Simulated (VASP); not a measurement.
Al:

```
Al
1.0
     0.00000    2.02481    2.02481
     2.02481    0.00000    2.02481
     2.02481    2.02481    0.00000
Al
1
Direct
  0.00000 0.00000 0.00000
```

| Property | Result |
| --- | --- |
| Program | VASP 6.6.1 |
| Task | relaxation of cell and atoms |
| Functional | BLYP |
| Dispersion | D4 |
| Potentials or basis | VASP PAW PBE potentials, release 64 (Al) |
| Cutoff | 600 eV |
| k mesh | 11 × 11 × 11 |
| Occupations | fermi-dirac, width 0.05 eV |
| Spin | no spin polarisation |

At the start: pressure -3.1 GPa; volume 16.60 Å³/atom.

Task: How do energy, volume and symmetry change on relaxing?

Result: Over 3 steps the energy falls by 7.4 meV/atom and the volume is 15.87 Å³/atom (-4.4 %); space group Fm-3m (No. 225, to 0.05 Å).

Step by step:
```tsv
step	energy change (eV)	largest force (eV/Å)	pressure (GPa)	volume (Å³)
1	0.0000	0.0000	-3.11	16.60
2	-0.0073	0.0000	0.17	15.84
3	-0.0074	0.0000	0.00	15.87
```

Final structure:
```xyz
1
Lattice="0.0000 1.9948 1.9948 1.9948 0.0000 1.9948 1.9948 1.9948 0.0000" Properties=species:S:1:pos:R:3 pbc="T T T"
Al    0.0000    0.0000    0.0000
```

The cell as given is a measured one (16.60 Å³/atom); BLYP+D4 puts the equilibrium volume -4.4 % from it, thermal expansion not counted.

Caveat: the PAW data sets were made with another functional, which shifts forces and pressure a little; pairwise dispersion overbinds metals, which lowers pressure and volume.
